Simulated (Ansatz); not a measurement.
The cell is COD entry 9008652, as deposited and not checked against the literature; nothing was relaxed. The listed cell was then made from it by scaling, straining or moving an atom.

An input for KF: DFT, PBEsol, PAW with Ansatz's default frozen-core files, scalar-relativistic (Ansatz 0.2.0). The PAW files were made with PBE; their cores are remade for this functional.

Command: `ansatz run input.yaml --threads 1 --pin off --max-ram 3072MiB --backend cpu --events-out ev --progress --plain --runs-dir out` The run took 1.8 s on 1 thread of Intel(R) Xeon(R) Platinum 8375C CPU @ 2.90GHz (Ice Lake), on a shared host, peak memory 0.34 GiB.

```yaml
crystal:
  lattice:
    - [0.0, 2.6189234616, 2.6189234616]
    - [2.6189234616, 0.0, 2.6189234616]
    - [2.6189234616, 2.6189234616, 0.0]
  atoms:
    - { symbol: K, position: [0.0, 0.0, 0.0] }
    - { symbol: F, position: [0.5, 0.5, 0.5] }
kpoints:
  mp_grid: { grid: [9, 9, 9] }
scf:
  occupations: { method: fermi_dirac, width: 0.01 }
hamiltonian:
  xc: pbesol
  pseudopotentials: { kind: paw }
output:
  forces: true
  stress: true
  eigenvalues: true
  efg: { contact_densities: true }
```

Set-up and iterations as logged by Ansatz (the results part is left out, to be predicted):

```
Engine: ansatz 0.2.0
Pseudopotentials: kind: paw
Pseudopotential: K, paw, valence charge 9, recommended cutoff 420 eV (normal)
Pseudopotential: F, paw, valence charge 7, recommended cutoff 420 eV (normal)
Functional definition: PBEsol
  exchange = pbesol_x
  correlation = pbesol_c
Crystal: 2 atoms, lattice volume = 35.925 Å³
Basis set: ecut = 420 eV, 725 PW (Γ), exchange–correlation on 50×50×50 points (8 copies of the dense FFT grid, shifted against one another)
Bands: 12, of which v1, the nominal top of the filled ones, is band 8 counted from 1 (7 counted from 0)
Symmetry: 48 space group operations
Space group: Fm-3m (ITA 225), of the structure as read, at distance tolerance 3.3e-5 Å
k-points: 35 of 729
Non-local potential: K, projectors of the file, l = 0: 3, l = 1: 2, l = 2: 2
Non-local potential: F, projectors of the file, l = 0: 2, l = 1: 2, l = 2: 1
PAW form: soft (Blöchl's): semilocal exchange-correlation on the pseudo side does not see the compensation charge
PAW frozen core: K, regenerated for the run's functional, and the local potential with it (the file was generated under x = pbe(κ = 0.804, μ = 0.2195149727645171), c = pbe(β = 0.06672455060314922))
PAW frozen core: F, regenerated for the run's functional, and the local potential with it (the file was generated under x = pbe(κ = 0.804, μ = 0.2195149727645171), c = pbe(β = 0.06672455060314922))
PAW one-centre angular grid: K, 110 points (default); XC on 64 Gauss nodes
PAW one-centre angular grid: F, 110 points (default); XC on 64 Gauss nodes
Initial density: superposition of atomic densities (neutral atoms: chi_scale 0, normalization atom), corrected by the library's trained network
Initial wavefunctions: pseudopotential atomic-orbital guess
Functional: x = pbesol(κ = 0.804, μ = 0.12345679012345678), c = pbesol(β = 0.046)
SCF iter   1: F=—  HF=-2319.107999 eV  |F-HF|=—  |Δ(HF+E_count)|=         —  Δρ=1.02e-2  dr2=2.43e-2  ethr=1.77e-3  ⟨swp⟩=6.3  Hψ=2794  notcnv=0
SCF iter   2: F=—  HF=-2319.101218 eV  |F-HF|=—  |Δ(HF+E_count)|=   6.78e-3  Δρ=5.17e-3  dr2=5.64e-3  ethr=1.52e-4  ⟨swp⟩=2.0  Hψ=1085  notcnv=0
SCF iter   3: F=—  HF=-2319.099627 eV  |F-HF|=—  |Δ(HF+E_count)|=   1.59e-3  Δρ=8.50e-4  dr2=1.70e-4  ethr=3.52e-5  ⟨swp⟩=2.0  Hψ=805  notcnv=0
SCF iter   4: F=—  HF=-2319.099632 eV  |F-HF|=—  |Δ(HF+E_count)|=   4.31e-6  Δρ=2.63e-4  dr2=7.58e-6  ethr=1.06e-6  ⟨swp⟩=3.0  Hψ=826  notcnv=0
SCF iter   5: F=—  HF=-2319.099626 eV  |F-HF|=—  |Δ(HF+E_count)|=   5.96e-6  Δρ=5.91e-5  dr2=9.49e-7  ethr=4.74e-8  ⟨swp⟩=2.0  Hψ=728  notcnv=0
SCF iter   6: F=-2319.099626 eV  HF=-2319.099626 eV  |F-HF|=6.88e-9  |Δ(HF+E_count)|=   1.51e-7  Δρ=8.37e-6  dr2=2.09e-8  ethr=6.25e-10  ⟨swp⟩=2.7  Hψ=1397  notcnv=0
```

Question: What pressure will this run report?

Answer: 1.43 GPa (positive in compression).
